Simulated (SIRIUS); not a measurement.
## Bi in SIRIUS: convergence with core states

Input of the first run (core states Bi 1s2s2p3s3p3d4s4p4d4f5s5p); the others differ in this setting and in those tied to it:

Contents of sirius.json:

```json
{
  "control": {
    "processing_unit": "cpu",
    "std_evp_solver_name": "lapack",
    "gen_evp_solver_name": "lapack",
    "verbosity": 2,
    "print_forces": true,
    "ortho_rf": true,
    "use_second_variation": true,
    "rmt_max": 3.0,
    "num_bands_to_print": 22,
    "save_wf": true
  },
  "parameters": {
    "electronic_structure_method": "full_potential_lapwlo",
    "xc_functionals": ["XC_GGA_X_PBE", "XC_GGA_C_PBE"],
    "core_relativity": "dirac",
    "valence_relativity": "iora",
    "num_fv_states": 22,
    "smearing": "fermi_dirac",
    "smearing_width": 0.0018374661,
    "pw_cutoff": 20,
    "gk_cutoff": 3.4,
    "lmax_apw": 11,
    "lmax_rho": 8,
    "lmax_pot": 8,
    "num_mag_dims": 0,
    "auto_rmt": 0,
    "ngridk": [7, 7, 7],
    "shiftk": [0, 0, 0],
    "num_dft_iter": 80,
    "energy_tol": 1e-07,
    "density_tol": 1e-05,
    "use_symmetry": true
  },
  "settings": {"tol_ne": 1e-10},
  "iterative_solver": {"type": "exact"},
  "mixer": {"type": "anderson", "beta": 0.5, "max_history": 8},
  "unit_cell": {
    "lattice_vectors": [
      [4.2849539876, 2.4739193382, 7.4417414788],
      [-4.2849539876, 2.4739193382, 7.4417414788],
      [0.0, -4.9478386764, 7.4417414788]
    ],
    "atom_types": ["Bi"],
    "atom_files": {"Bi": "Bi.json"},
    "atoms": {"Bi": [[0.772434, 0.786245, 0.754061], [0.23222, 0.238582, 0.232252]]}
  }
}
```

File Bi.json:

```json
{
  "name": "bismuth",
  "symbol": "Bi",
  "number": 83,
  "mass": 208.9804,
  "rmin": 1e-06,
  "rmt": 2.65,
  "nrmt": 800,
  "rinf": 15.61,
  "core": "1s2s2p3s3p3d4s4p4d4f5s5p",
  "valence": [
    {"basis": [{"enu": -0.02, "dme": 0, "n": 0, "auto": 0}, {"enu": -0.02, "dme": 1, "n": 0, "auto": 0}]},
    {"l": 0, "n": 1, "basis": [{"enu": -0.0524, "dme": 0, "n": 0, "auto": 0}]},
    {"l": 1, "n": 2, "basis": [{"enu": 0.08, "dme": 0, "n": 0, "auto": 0}]},
    {"l": 2, "n": 3, "basis": [{"enu": 0.08, "dme": 0, "n": 0, "auto": 0}]},
    {"l": 3, "n": 4, "basis": [{"enu": 0.08, "dme": 0, "n": 0, "auto": 0}]}
  ],
  "lo": [
    {
      "l": 0,
      "basis": [{"enu": -0.0524, "dme": 0, "n": 0, "auto": 0}, {"enu": -0.0524, "dme": 1, "n": 0, "auto": 0}]
    },
    {
      "l": 0,
      "basis": [{"enu": -0.0524, "dme": 1, "n": 0, "auto": 0}, {"enu": -0.0524, "dme": 2, "n": 0, "auto": 0}]
    },
    {
      "l": 0,
      "basis": [{"enu": -0.0524, "dme": 0, "n": 0, "auto": 0}, {"enu": 1.6564, "dme": 0, "n": 0, "auto": 0}]
    },
    {"l": 1, "basis": [{"enu": 0.08, "dme": 0, "n": 0, "auto": 0}, {"enu": 0.08, "dme": 1, "n": 0, "auto": 0}]},
    {"l": 1, "basis": [{"enu": 0.08, "dme": 1, "n": 0, "auto": 0}, {"enu": 0.08, "dme": 2, "n": 0, "auto": 0}]},
    {"l": 1, "basis": [{"enu": 0.08, "dme": 0, "n": 0, "auto": 0}, {"enu": 2.0451, "dme": 0, "n": 0, "auto": 0}]},
    {"l": 2, "basis": [{"enu": 0.08, "dme": 0, "n": 0, "auto": 0}, {"enu": 0.08, "dme": 1, "n": 0, "auto": 0}]},
    {
      "l": 2,
      "basis": [{"enu": -0.7465, "dme": 0, "n": 5, "auto": 1}, {"enu": -0.7465, "dme": 1, "n": 5, "auto": 1}]
    },
    {
      "l": 2,
      "basis": [{"enu": -0.7465, "dme": 1, "n": 5, "auto": 1}, {"enu": 0.08, "dme": 0, "n": 0, "auto": 0}]
    },
    {"l": 2, "basis": [{"enu": 0.08, "dme": 0, "n": 0, "auto": 0}, {"enu": 3.0419, "dme": 0, "n": 0, "auto": 0}]},
    {"l": 3, "basis": [{"enu": 0.08, "dme": 0, "n": 0, "auto": 0}, {"enu": 0.08, "dme": 1, "n": 0, "auto": 0}]},
    {"l": 3, "basis": [{"enu": 0.08, "dme": 0, "n": 0, "auto": 0}, {"enu": 2.5578, "dme": 0, "n": 0, "auto": 0}]}
  ],
  "free_atom": [... radial grid and density of the free atom, the start of the SCF ...]
}
```

sirius_start.json

```json
{
  "control": {
    "processing_unit": "cpu",
    "std_evp_solver_name": "lapack",
    "gen_evp_solver_name": "lapack",
    "verbosity": 1,
    "print_forces": false,
    "ortho_rf": true,
    "use_second_variation": true,
    "rmt_max": 3.0,
    "num_bands_to_print": 22,
    "save_wf": false
  },
  "parameters": {
    "electronic_structure_method": "full_potential_lapwlo",
    "xc_functionals": ["XC_LDA_X", "XC_LDA_C_PW"],
    "core_relativity": "dirac",
    "valence_relativity": "iora",
    "num_fv_states": 22,
    "smearing": "fermi_dirac",
    "smearing_width": 0.0055123983,
    "pw_cutoff": 20,
    "gk_cutoff": 2.72,
    "lmax_apw": 11,
    "lmax_rho": 8,
    "lmax_pot": 8,
    "num_mag_dims": 0,
    "auto_rmt": 0,
    "ngridk": [3, 3, 3],
    "shiftk": [0, 0, 0],
    "num_dft_iter": 30,
    "energy_tol": 0.01,
    "density_tol": 0.05,
    "use_symmetry": true
  },
  "settings": {"tol_ne": 1e-10},
  "iterative_solver": {"type": "exact"},
  "mixer": {"type": "anderson", "beta": 0.5, "max_history": 8},
  "unit_cell": {
    "lattice_vectors": [
      [4.2849539876, 2.4739193382, 7.4417414788],
      [-4.2849539876, 2.4739193382, 7.4417414788],
      [0.0, -4.9478386764, 7.4417414788]
    ],
    "atom_types": ["Bi"],
    "atom_files": {"Bi": "Bi.json"},
    "atoms": {"Bi": [[0.772434, 0.786245, 0.754061], [0.23222, 0.238582, 0.232252]]}
  }
}
```

Potentials or basis: all-electron FP-LAPW, apw+lo standard.

Command:

```bash
$ OMP_NUM_THREADS=1 sirius.scf --input=sirius_start.json --output=start.json
$ OMP_NUM_THREADS=1 sirius.scf --input=sirius.json --output=output.json --task=1
```

The cell isn't the ideal one: atoms moved at random.

Hardware: 1 thread of Arm Neoverse V2, with other jobs on the host.

```
                core states  energy less the tightest run, at zero smearing (meV/atom)  largest force (eV/Å)  SCF cycles  CPU time (s)  peak memory (GiB)
Bi 1s2s2p3s3p3d4s4p4d4f5s5p                                                  -12338.83                 0.527           8           320                1.1
  Bi 1s2s2p3s3p3d4s4p4d4f5s                                                    -467.07                 0.530           8           340                1.1
    Bi 1s2s2p3s3p3d4s4p4d5s                                                       1.12                 0.529           8           420                1.2
      Bi 1s2s2p3s3p3d4s4p4d                                                       0.00                 0.528           8           430                1.3
```

Against the tightest run, the largest force stays within 0.005 eV/Å from Bi 1s2s2p3s3p3d4s4p4d4f5s5p on. Not settled before the last step: the energy (to 1 meV/atom). The tightest run that finished is the yardstick and may itself not be fully converged.

Caveat, for the tightest run too: total energies shift when a shell moves between core and valence, since the two are treated with different relativity.

The runs don't all hold the same shells in valence.
